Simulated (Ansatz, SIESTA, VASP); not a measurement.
GaN: programs and potentials compared

The starting cell:

```
Ga N
1.0
     3.18000    0.00000    0.00000
    -1.59000    2.75396    0.00000
     0.00000    0.00000    5.16600
Ga N
2 2
Direct
  0.66667 0.33333 0.50000
  0.33333 0.66667 0.00000
  0.66667 0.33333 0.87500
  0.33333 0.66667 0.37500
```

Alike in all runs: task relaxation of cell and atoms; functional PBE; k mesh 10 × 10 × 5; occupations fermi-dirac, width 0.05 eV; no spin polarisation; no spin-orbit coupling.

```
                                                                                   program and potentials  plane-wave cutoff (eV)         notes  equilibrium volume (Å³/atom)
                                                                                       Ansatz, Ansatz PAW                     420             -                         11.76
SIESTA, files PseudoDojo sr-pbe-0.4.1-standard, DZP (energy shift 0.003 Ry; two zetas on semicore shells)                       -  atomic basis                         11.91
                                                                      VASP, PBE PAW files Ga_d, N, 600 eV                     600             -                         11.76
```

The equilibrium volume spans 11.76 (Ansatz, Ansatz PAW) to 11.91 Å³/atom (SIESTA, files PseudoDojo sr-pbe-0.4.1-standard, DZP (energy shift 0.003 Ry; two zetas on semicore shells)). Relaxations stop with a little pressure left, so the last digit of a volume isn't settled. Rows in atomic bases carry the error of their basis and grid, which can be large.

The functional is the same throughout but for its coding, so the spread measures potentials, basis and numerics; runs on potential files found faulty are left out.
